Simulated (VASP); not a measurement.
# CdS (F-43m) in VASP: notebook

Runs on CdS. Level: PBE. Tasks: band structure, Born charges and dielectric tensor.

Everything below comes from runs of VASP 6.6.1. Logs are shortened: lines on timing, memory, paths and dates and some standing lists are left out, and cuts for length are marked.

**1. Starting point**

The structure is cubic, space group F-43m (No. 216). Conventional cell: a = 5.924 Å, b = 5.924 Å, c = 5.924 Å, α = 90.00°, β = 90.00°, γ = 90.00°. Cd (site symmetry -43m) has 4 S at 2.57 Å as nearest neighbours. S (site symmetry -43m) is surrounded by 4 Cd at 2.57 Å.

**2. Band structure, PBE**

Input file POSCAR:

```
CdS                                     
1.0
    0.0000000000      2.9618471525      2.9618471525
    2.9618471525      0.0000000000      2.9618471525
    2.9618471525      2.9618471525      0.0000000000
  Cd              S             
     1     1
Direct
     0.0000000000000000    0.0000000000000000    0.0000000000000000
     0.2500000000000000    0.2500000000000000    0.2500000000000000
```

Input file INCAR.step1:

```
ALGO = Normal ; EDIFF = 1E-7
ENCUT = 350 ; GGA = PE
ISIF = 2 ; ISMEAR = 0
LASPH = True ; LCHARG = True
LREAL = False ; LWAVE = False
NELM = 80 ; PREC = Accurate
SIGMA = 0.02
```

Input file KPOINTS.step1:

```
k-points
0
Gamma
  10 10 10
```

Input file INCAR.step2:

```
ALGO = Normal ; EDIFF = 1E-7
ENCUT = 350 ; GGA = PE
ICHARG = 11 ; ISIF = 2
ISMEAR = 0 ; LASPH = True
LCHARG = False ; LREAL = False
LWAVE = False ; NELM = 80
PREC = Accurate ; SIGMA = 0.05
```

Input file KPOINTS.step2:

```
path GXWKGLUWLK,UX
15
line-mode
reciprocal
 0.0000000000  0.0000000000  0.0000000000  G
 0.5000000000  0.0000000000  0.5000000000  X

 0.5000000000  0.0000000000  0.5000000000  X
 0.5000000000  0.2500000000  0.7500000000  W

 0.5000000000  0.2500000000  0.7500000000  W
 0.3750000000  0.3750000000  0.7500000000  K

 0.3750000000  0.3750000000  0.7500000000  K
 0.0000000000  0.0000000000  0.0000000000  G

 0.0000000000  0.0000000000  0.0000000000  G
 0.5000000000  0.5000000000  0.5000000000  L

 0.5000000000  0.5000000000  0.5000000000  L
 0.6250000000  0.2500000000  0.6250000000  U

 0.6250000000  0.2500000000  0.6250000000  U
 0.5000000000  0.2500000000  0.7500000000  W

 0.5000000000  0.2500000000  0.7500000000  W
 0.5000000000  0.5000000000  0.5000000000  L

 0.5000000000  0.5000000000  0.5000000000  L
 0.3750000000  0.3750000000  0.7500000000  K

 0.6250000000  0.2500000000  0.6250000000  U
 0.5000000000  0.0000000000  0.5000000000  X
```

Potentials or basis: VASP PAW PBE potentials, release 64 (Cd, S).

Started as:

```sh
> cat potpaw_PBE.64/Cd/POTCAR potpaw_PBE.64/S/POTCAR > POTCAR
> cp INCAR.step1 INCAR
> cp KPOINTS.step1 KPOINTS
> mpirun -np 1 vasp_std > vasp.out
> cp INCAR.step2 INCAR
> cp KPOINTS.step2 KPOINTS
> mpirun -np 1 vasp_std > vasp.out
```

OUTCAR:

```text
EDIFF = 1E-7
   ENCUT = 350
   GGA = PE
   ICHARG = 11
   ISIF = 2
   ISMEAR = 0
   LASPH = True
   LREAL = False
   NELM = 80
   PREC = Accurate

 ion  position               nearest neighbor table
   1  0.000  0.000  0.000-   2 2.57   2 2.57   2 2.57   2 2.57
   2  0.250  0.250  0.250-   1 2.57   1 2.57   1 2.57   1 2.57

  LATTYP: Found a face centered cubic cell.
 ALAT       =     5.9236943050

  Lattice vectors:

 A1 = (   0.0000000000,   2.9618471525,   2.9618471525)
 A2 = (   2.9618471525,   0.0000000000,   2.9618471525)
 A3 = (   2.9618471525,   2.9618471525,   0.0000000000)

Analysis of symmetry for initial positions (statically):
=====================================================================
 Subroutine PRICEL returns:
 Original cell was already a primitive cell.

 Routine SETGRP: Setting up the symmetry group for a
 face centered cubic supercell.

 Subroutine GETGRP returns: Found 24 space group operations
 (whereof 24 operations were pure point group operations)
 out of a pool of 48 trial point group operations.

The static configuration has the point symmetry T_d .

Analysis of symmetry for dynamics (positions and initial velocities):
=====================================================================
 Subroutine PRICEL returns:
 Original cell was already a primitive cell.

 Routine SETGRP: Setting up the symmetry group for a
 face centered cubic supercell.

 Subroutine GETGRP returns: Found 24 space group operations
 (whereof 24 operations were pure point group operations)
 out of a pool of 48 trial point group operations.

The dynamic configuration has the point symmetry T_d .

 Subroutine INISYM returns: Found 24 space group operations
 (whereof 24 operations are pure point group operations),
 and found     1 'primitive' translations

----------------------------------------------------------------------------------------

                                     Primitive cell

  volume of cell :      51.9658

  direct lattice vectors                    reciprocal lattice vectors
     0.000000000  2.961847152  2.961847152    -0.168813573  0.168813573  0.168813573
     2.961847152  0.000000000  2.961847152     0.168813573 -0.168813573  0.168813573
     2.961847152  2.961847152  0.000000000     0.168813573  0.168813573 -0.168813573

  length of vectors
     4.188684413  4.188684413  4.188684413     0.292393685  0.292393685  0.292393685

  position of ions in fractional coordinates (direct lattice)
     0.000000000  0.000000000  0.000000000
     0.250000000  0.250000000  0.250000000

  ion indices of the primitive-cell ions
[... 82 lines left out ...]
   EMIN   =  10.00;   EMAX   =-10.00  energy-range for DOS
   EFERMI =   0.00;   METHOD = LEGACY
   ISMEAR =     0;   SIGMA  =   0.05  broadening in eV -4-tet -1-fermi 0-gaus
   EFERMI_NEDOS =   21; number of points for ismear=-14 and -15
   IALGO  =     38    algorithm
   IMIX   =      4    mixing-type and parameters
     AMIX     =   0.40;   BMIX     =  1.00
     AMIX_MAG =   1.60;   BMIX_MAG =  1.00
  volume/ion in A,a.u.               =      25.98       175.34
  Fermi-wavevector in a.u.,A,eV,Ry     =   1.149722  2.172660 17.985022  1.321862
  Thomas-Fermi vector in A             =   2.286391
   LORBIT       =      0    0 simple, 1 ext, 2 COOP (PROOUT), +10 PAW based schemes
   GGA     = PE    functional components
   LHFCALC =     F    Hartree Fock is set to
   AEXX    =    0.0000 exact exchange contribution
   IVDW    =     0    specifies the selected vdW correction
   LEPSILON=     F    determine dielectric tensor
   LRPA    =     F    only Hartree local field effects (RPA)
 non-spin polarized calculation
 Gauss-broadening in eV      SIGMA  =   0.05
  energy-cutoff  :      350.00
  volume of cell :       51.97
 maximum number of plane-waves:       785
 NGX is ok and might be reduce to    28

 number of electron      18.0000003 magnetization

 Free energy of the ion-electron system (eV)
  ---------------------------------------------------
  ext. energy  EPLUGINS =         0.00000000
  ---------------------------------------------------
  free energy    TOTEN  =        -6.36428758 eV

  energy without entropy =       -6.36428758  energy(sigma->0) =       -6.36428758

 E-fermi :   1.2145     XC(G=0):  -8.9355

 val. band max:        0.9311535625   @ k =   0.0000   0.0000   0.0000
 cond. band min:       1.9737046925   @ k =   0.0000   0.0000   0.0000
 fundamental gap:      1.0425511300
 Fermi energy:         1.2144863103

 k-point     1 :       0.0000    0.0000    0.0000
  band No.  band energies     occupation
      1     -11.1682      2.00000
      2      -6.6316      2.00000
      3      -6.6316      2.00000
      4      -6.6316      2.00000
      5      -6.2084      2.00000
      6      -6.2084      2.00000
      7       0.9312      2.00000
      8       0.9312      2.00000
      9       0.9312      2.00000
     10       1.9737      0.00000
     11       7.4809      0.00000
     12       7.4809      0.00000
     13       7.4809      0.00000
[... 354 lines left out ...]
  band No.  band energies     occupation
      1     -10.6663      2.00000
      2      -6.4232      2.00000
      3      -6.3819      2.00000
      4      -6.2886      2.00000
      5      -6.1614      2.00000
      6      -5.7114      2.00000
      7      -2.7839      2.00000
      8      -1.0109      2.00000
      9      -0.9833      2.00000
     10       5.4227      0.00000
     11       5.7466      0.00000
     12       9.4208      0.00000
     13       9.4271      0.00000

 [... further k-points ...]

------------------------ aborting loop because EDIFF is reached ----------------------------------------

  FORCE on cell =-STRESS in cart. coord.  units (eV):
  Direction    XX          YY          ZZ          XY          YZ          ZX
  --------------------------------------------------------------------------------------
  -------------------------------------------------------------------------------------
  Total       -0.5994109     -0.5994109     -0.5994109     -0.0000000      0.0000000     -0.0000000
  in kB      -18.4806534    -18.4806534    -18.4806534     -0.0000000      0.0000000     -0.0000000
  external PRESSURE =     -18.4806534 kB  Pullay stress =       0.0000000 kB

 VOLUME and BASIS-vectors are now :
 -----------------------------------------------------------------------------
  energy-cutoff  :      350.00
  volume of cell :       51.97
      direct lattice vectors                 reciprocal lattice vectors
     0.000000000  2.961847152  2.961847152    -0.168813573  0.168813573  0.168813573
     2.961847152  0.000000000  2.961847152     0.168813573 -0.168813573  0.168813573
     2.961847152  2.961847152  0.000000000     0.168813573  0.168813573 -0.168813573

 POSITION                                       TOTAL-FORCE (eV/Angst)
 -----------------------------------------------------------------------------------
      0.00000      0.00000      0.00000         0.000000      0.000000      0.000000
      1.48092      1.48092      1.48092        -0.000000     -0.000000     -0.000000
 -----------------------------------------------------------------------------------
    total drift:                               -0.000001     -0.000001     -0.000001

  FREE ENERGIE OF THE ION-ELECTRON SYSTEM (eV)
  ---------------------------------------------------
  free  energy   TOTEN  =        -6.3642875846 eV

  energy  without entropy=       -6.3642875846  energy(sigma->0) =       -6.36428758
```

OUTCAR.step1:

```text
EDIFF = 1E-7
   ENCUT = 350
   GGA = PE
   ISIF = 2
   ISMEAR = 0
[... 607 lines left out ...]
 -----------------------------------------------------------------------------------
      0.00000      0.00000      0.00000         0.000000      0.000000      0.000000
      1.48092      1.48092      1.48092        -0.000000     -0.000000     -0.000000
 -----------------------------------------------------------------------------------
    total drift:                               -0.000001     -0.000001     -0.000001

  FREE ENERGIE OF THE ION-ELECTRON SYSTEM (eV)
  ---------------------------------------------------
  free  energy   TOTEN  =        -6.1426337624 eV

  energy  without entropy=       -6.1426337624  energy(sigma->0) =       -6.14263376
```

It took 37 s on 1 thread of Intel Xeon Platinum 8488C (Sapphire Rapids), shared host; peak memory 0.19 GiB.

What came out:

- Band gap on the k mesh: 1.04 eV, direct
- Band gap along the path: 1.04 eV, direct

Levels at the corners of the path, in eV from the valence-band top:
```csv
point,band 7,band 8,band 9,band 10,band 11,band 12
Γ,0.00,0.00,0.00,1.04,6.55,6.55
X,-3.75,-1.73,-1.73,3.63,4.28,9.04
X,-3.75,-1.73,-1.73,3.63,4.28,9.04
W,-3.69,-2.07,-2.03,5.23,5.44,7.15
W,-3.69,-2.07,-2.03,5.23,5.44,7.15
K,-3.72,-2.34,-1.40,4.23,5.35,8.40
K,-3.72,-2.34,-1.40,4.23,5.35,8.40
Γ,0.00,0.00,0.00,1.04,6.55,6.55
Γ,0.00,0.00,0.00,1.04,6.55,6.55
L,-4.13,-0.69,-0.69,2.94,7.01,7.01
L,-4.13,-0.69,-0.69,2.94,7.01,7.01
U,-3.72,-2.34,-1.40,4.23,5.35,8.40
U,-3.72,-2.34,-1.40,4.23,5.35,8.40
W,-3.69,-2.07,-2.03,5.23,5.44,7.15
W,-3.69,-2.07,-2.03,5.23,5.44,7.15
L,-4.13,-0.69,-0.69,2.94,7.01,7.01
L,-4.13,-0.69,-0.69,2.94,7.01,7.01
K,-3.72,-2.34,-1.40,4.23,5.35,8.40
U,-3.72,-2.34,-1.40,4.23,5.35,8.40
X,-3.75,-1.73,-1.73,3.63,4.28,9.04
```

Caveat: the log is that of the step along the path at fixed density, whose energy, stress, charges and moments have no meaning.

**3. Born charges and dielectric tensor, PBE**

Input file INCAR:

```
SYSTEM = CdS
PREC = Accurate ; ENCUT = 350
EDIFF = 1E-8 ; ISMEAR = 0
SIGMA = 0.02 ; LREAL = .FALSE.
LASPH = .TRUE. ; NELM = 80
ALGO = Normal ; ISIF = 2
LWAVE = .FALSE. ; LCHARG = .FALSE.
GGA = PE ; LEPSILON = .TRUE.
IBRION = 8 ; NSW = 1
```

Input file KPOINTS:

```
regular mesh
0
G
  10 10 10
  0 0 0
```

POSCAR is that of step 2.

Potentials or basis: VASP PAW PBE potentials, release 64 (Cd, S).

Started as:

```sh
> cat potpaw_PBE.64/Cd/POTCAR potpaw_PBE.64/S/POTCAR > POTCAR
> mpirun -np 1 vasp_std > vasp.out
```

OUTCAR:

```text
SYSTEM = CdS
   PREC = Accurate
   ENCUT = 350
   EDIFF = 1E-8
   ISMEAR = 0
   LREAL = .FALSE.
   LASPH = .TRUE.
   NELM = 80
   ISIF = 2
   GGA = PE
   LEPSILON = .TRUE.
   IBRION = 8
   NSW = 1

 ion  position               nearest neighbor table
   1  0.000  0.000  0.000-   2 2.57   2 2.57   2 2.57   2 2.57
   2  0.250  0.250  0.250-   1 2.57   1 2.57   1 2.57   1 2.57

  LATTYP: Found a face centered cubic cell.
 ALAT       =     5.9236943050

  Lattice vectors:

 A1 = (   0.0000000000,   2.9618471525,   2.9618471525)
 A2 = (   2.9618471525,   0.0000000000,   2.9618471525)
 A3 = (   2.9618471525,   2.9618471525,   0.0000000000)

Analysis of symmetry for initial positions (statically):
=====================================================================
 Subroutine PRICEL returns:
 Original cell was already a primitive cell.

 Routine SETGRP: Setting up the symmetry group for a
 face centered cubic supercell.

 Subroutine GETGRP returns: Found 24 space group operations
 (whereof 24 operations were pure point group operations)
 out of a pool of 48 trial point group operations.

The static configuration has the point symmetry T_d .

Analysis of symmetry for dynamics (positions and initial velocities):
=====================================================================
 Subroutine PRICEL returns:
 Original cell was already a primitive cell.

 Routine SETGRP: Setting up the symmetry group for a
 face centered cubic supercell.
[... 645 lines left out ...]

 PIEZOELECTRIC TENSOR (including local field effects)  for field in x, y, z        (C/m^2)
          XX          YY          ZZ          XY          YZ          ZX
  --------------------------------------------------------------------------------
  x     0.00000    -0.00000    -0.00000     0.00000    -0.64710     0.00000
  y    -0.00000    -0.00000    -0.00000     0.00000    -0.00000    -0.64710
  z    -0.00000    -0.00000     0.00000    -0.64710     0.00000     0.00000

 BORN EFFECTIVE CHARGES (including local field effects) (in |e|, cummulative output)
 ---------------------------------------------------------------------------------
 ion    1
    1     2.24838     0.00000     0.00000
    2    -0.00000     2.24838     0.00000
    3     0.00000    -0.00000     2.24838
 ion    2
    1    -2.24838     0.00000     0.00000
    2     0.00000    -2.24838     0.00000
    3     0.00000     0.00000    -2.24838

 INTERNAL STRAIN TENSOR FOR ION    2 for displacements in x,y,z  (eV/Angst):
          X           Y           Z          XY          YZ          ZX
  --------------------------------------------------------------------------------
  x    -0.00000     0.00000     0.00000     0.00000    -5.40254     0.00000
  y     0.00000    -0.00000     0.00000     0.00000     0.00000    -5.40254
  z     0.00000     0.00000    -0.00000    -5.40254     0.00000     0.00000

 SECOND DERIVATIVES (NOT SYMMETRIZED)
 ------------------------------------
               1X          1Y          1Z          2X          2Y          2Z
  1X    -4.433415    0.000000    0.000000    4.433415    0.000000    0.000000
  1Y     0.000000   -4.433415    0.000000    0.000000    4.433415    0.000000
  1Z     0.000000    0.000000   -4.433415    0.000000    0.000000    4.433415
  2X     4.428085    0.000000    0.000000   -4.428085    0.000000    0.000000
  2Y     0.000000    4.428085    0.000000    0.000000   -4.428085    0.000000
  2Z     0.000000    0.000000    4.428085    0.000000    0.000000   -4.428085

 Eigenvectors and eigenvalues of the dynamical matrix
 ----------------------------------------------------

   1 f  =    6.587024 THz    41.387495 2PiTHz  219.719484 cm-1    27.241732 meV
             X         Y         Z           dx          dy          dz
      0.000000  0.000000  0.000000    -0.471331    0.000000    0.000000
      1.480924  1.480924  1.480924     0.881956    0.000000    0.000000
[... 21 lines left out ...]
   6 f/i=    0.001647 THz     0.010348 2PiTHz    0.054937 cm-1     0.006811 meV
             X         Y         Z           dx          dy          dz
      0.000000  0.000000  0.000000     0.000000    0.000000    0.881956
      1.480924  1.480924  1.480924     0.000000    0.000000    0.471331

--------------------------------------------------------------------------------------------------------

 MACROSCOPIC STATIC DIELECTRIC TENSOR IONIC CONTRIBUTION
 ------------------------------------------------------
           3.972933     0.000000    -0.000000
           0.000000     3.972933    -0.000000
          -0.000000    -0.000000     3.972933
 ------------------------------------------------------

 ELASTIC MODULI CONTR FROM IONIC RELAXATION (kBar)
 Direction    XX          YY          ZZ          XY          YZ          ZX
 --------------------------------------------------------------------------------
 XX          -0.0000     -0.0000     -0.0000     -0.0000     -0.0000     -0.0000
 YY          -0.0000     -0.0000     -0.0000     -0.0000     -0.0000     -0.0000
 ZZ          -0.0000     -0.0000     -0.0000     -0.0000     -0.0000     -0.0000
 XY          -0.0000     -0.0000     -0.0000   -206.5994      0.0000      0.0000
 YZ          -0.0000     -0.0000     -0.0000      0.0000   -206.5994     -0.0000
 ZX          -0.0000     -0.0000     -0.0000      0.0000     -0.0000   -206.5994
 --------------------------------------------------------------------------------

 PIEZOELECTRIC TENSOR IONIC CONTR  for field in x, y, z        (C/m^2)
          XX          YY          ZZ          XY          YZ          ZX
  --------------------------------------------------------------------------------
  x     0.00000     0.00000     0.00000    -0.00000     0.85250     0.00000
  y     0.00000     0.00000     0.00000    -0.00000     0.00000     0.85250
  z     0.00000     0.00000     0.00000     0.85250    -0.00000    -0.00000
```

OSZICAR:

```text
N       E                     dE             d eps       ncg     rms          rms(c)
DAV:   1     0.905079287809E+02    0.90508E+02   -0.74524E+03  1254   0.916E+02
DAV:   2    -0.293543501016E+01   -0.93443E+02   -0.89802E+02  1462   0.262E+02
DAV:   3    -0.667061399315E+01   -0.37352E+01   -0.37276E+01  1412   0.550E+01
[... 13 lines left out ...]
RMM:  10    -0.107692518423E+00   -0.99575E-06   -0.43810E-09  6887   0.121E-04    0.484E-05
RMM:  11    -0.107692557800E+00   -0.39378E-07    0.71939E-10  7293   0.347E-05    0.712E-06
RMM:  12    -0.107692498245E+00    0.59555E-07    0.31772E-09  6593   0.770E-06    0.353E-06
RMM:  13    -0.107692515738E+00   -0.17492E-07   -0.10240E-08  5365   0.265E-06    0.418E-07
RMM:  14    -0.107692515945E+00   -0.20716E-09   -0.31739E-10  3504   0.115E-06    0.198E-07
 Linear response finished
```

stdout:

```text
POSCAR found type information on POSCAR CdS
 POSCAR found :  2 types and       2 ions
 scaLAPACK will be used
 LDA part: xc-table for (Slater+PW92), standard interpolation
 POSCAR, INCAR and KPOINTS ok, starting setup
 FFT: planning ... GRIDC
 FFT: planning ... GRID_SOFT
 FFT: planning ... GRID
 WAVECAR not read
 entering main loop
[... 23 lines left out ...]
  Direction:   3
 dielectric tensor                  component  3 :     0.758     0.802     6.411
 Linear response DOF=           2
 Linear response progress:
 first order change of Fermi-energy  -0.34806E+00
 force on displaced ion       1 direction 1 :  -4.433  -0.000  -0.000
 Born effective charge ion    1 direction 1 :   2.246   0.000   0.000
 Linear response progress:
 first order change of Fermi-energy   0.34832E+00
 force on displaced ion       2 direction 1 :  -4.428  -0.000  -0.000
 Born effective charge ion    2 direction 1 :  -2.250   0.000   0.000
 Born effective charges drift removed
 Linear response finished
```

It took 5.5 min on 1 thread of Intel Xeon Platinum 8488C (Sapphire Rapids), shared host; peak memory 0.3 GiB.

Results:

```yaml
Band_gap_on_the_k_mesh: 1.04 eV, direct
Electronic_dielectric_tensor_diagonal: 6.41
Born_charges_mean_of_the_diagonal: Cd +2.25; S -2.25 e
Highest_phonon_frequency_at_Γ_LO-TO_splitting_left_out: 220 cm⁻¹
```

Levels at points of the mesh, in eV from the valence-band top:
```tsv
k point	band 7	band 8	band 9	band 10	band 11	band 12
(0.00, 0.00, 0.00)	0.00	0.00	0.00	1.04	6.55	6.55
(0.50, 0.00, 0.00)	-4.13	-0.69	-0.69	2.94	7.00	7.00
(0.50, 0.50, 0.00)	-3.76	-1.73	-1.73	3.63	4.28	9.04
```

Phonon frequencies in cm⁻¹ (negative: imaginary):
```
              q point        frequencies
(0.000, 0.000, 0.000)  0 0 0 220 220 220
```

Electronic dielectric tensor:
```
6.41 0.00 0.00
0.00 6.41 0.00
0.00 0.00 6.41
```

Born effective charge tensors (e):
atom 1, Cd
```
2.25 0.00 0.00
0.00 2.25 0.00
0.00 0.00 2.25
```
atom 2, S
```
-2.25  0.00  0.00
 0.00 -2.25  0.00
 0.00  0.00 -2.25
```

PBE gaps usually lie below the measured ones, often by a third to a half.
